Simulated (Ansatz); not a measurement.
# AlN: Al vacancy

Computed with Ansatz, DFT PBE, scalar-relativistic, plane waves, PAW. (420 eV cutoff, 2×2×2 k-mesh, shifted by half a step, Gaussian smearing of 0.01 eV, collinear spin)

Host crystal, relaxed:

```xyz
4
Lattice="3.1302 0.0000 0.0000 -1.5651 2.7108 0.0000 0.0000 0.0000 5.0180" Properties=species:S:1:pos:R:3 pbc="T T T"
Al    1.5651    0.9036    2.5052
Al    0.0000    1.8072    5.0142
N     1.5651    0.9036    4.4197
N     0.0000    1.8072    1.9107
```

Supercell of 48 atoms, rows in host cell vectors: 0 -2 1; 2 2 1; -2 0 1. Atoms relax at the host's cell, keeping the symmetry that the supercell leaves at the site. The cell is small, so energies carry finite-size errors of tenths of an eV. The host's Kohn–Sham gap is 4.03 eV. Atoms are taken from and returned to the elements' standard states. Charged cells are corrected for image charges with the computed static dielectric tensor (mean 8.8) and aligned with the host's potential at far atoms (alignment terms reach 0.86 eV). No band-filling term is added, and the Fermi level counts from the host's valence band top.

Starting moments were lost in some runs.

Defect: Al vacancy set at (0.667, 0.333, 0.499) of the host cell. Before relaxation its nearest neighbours are 3 N at 1.90 Å, 1 N at 1.92 Å.

```json
{"charge": "0", "E_f at the valence band top (eV)": "9.10", "over the neutral state (eV)": "0.00", "moment (μB)": "3.00", "largest move (Å)": "0.21", "atoms near the site": "3 N at 2.10 Å, 1 N at 2.12 Å"}
{"charge": "-1", "E_f at the valence band top (eV)": "10.15", "over the neutral state (eV)": "1.05", "moment (μB)": "2.00", "largest move (Å)": "0.24", "atoms near the site": "3 N at 2.10 Å, 1 N at 2.15 Å"}
{"charge": "-2", "E_f at the valence band top (eV)": "11.82", "over the neutral state (eV)": "2.72", "moment (μB)": "1.00", "largest move (Å)": "0.26", "atoms near the site": "3 N at 2.10 Å, 1 N at 2.17 Å"}
{"charge": "-3", "E_f at the valence band top (eV)": "14.10", "over the neutral state (eV)": "5.00", "moment (μB)": "0.00", "largest move (Å)": "0.30", "atoms near the site": "3 N at 2.10 Å, 1 N at 2.21 Å"}
```

Among the charges computed the stable one is 0 at the valence band top, changing to -1 at 1.05 eV, changing to -2 at 1.67 eV, changing to -3 at 2.28 eV. In charge -1 the cell has partly filled bands: a level of the defect may be part filled, the carrier may sit in the host's bands, or levels may cross between the k points, so transitions that involve it are doubtful.